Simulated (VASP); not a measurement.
Runs of VASP 6.6.1 on Si. Symmetry: Fd-3m, No. 227, cubic system. The conventional cell has a = 5.444 Å, b = 5.444 Å, c = 5.444 Å, α = 90.00°, β = 90.00°, γ = 90.00°. Si (site symmetry -43m) is surrounded by 4 Si at 2.36 Å. 

```csv
task,level,cell,cutoff (eV),smearing,gap on the mesh (eV),pressure (GPa)
band structure,rSCAN,as given,520,fermi-dirac 0.05 eV,(a),(b)
density of states,BLYP+D4,cell strained at random at fixed volume,520,gaussian 0.05 eV,0.68,-0.7
relaxation of cell and atoms,optB86b-vdW,relaxed,600,fermi-dirac 0.05 eV,0.66,0.0
single point,PBE,as given,520,gaussian 0.012 eV,0.63,1.3
```

Alike in all rows: potentials or basis VASP PAW PBE potentials, release 64 (Si); no spin polarisation; k mesh 8 × 8 × 8.

Q: Estimate the missing entries.

A: (a) 0.82; (b) -0.4.

Caveats: the PAW data sets were made with another functional, which shifts forces and pressure a little (some runs).

A k mesh can miss the band edges.
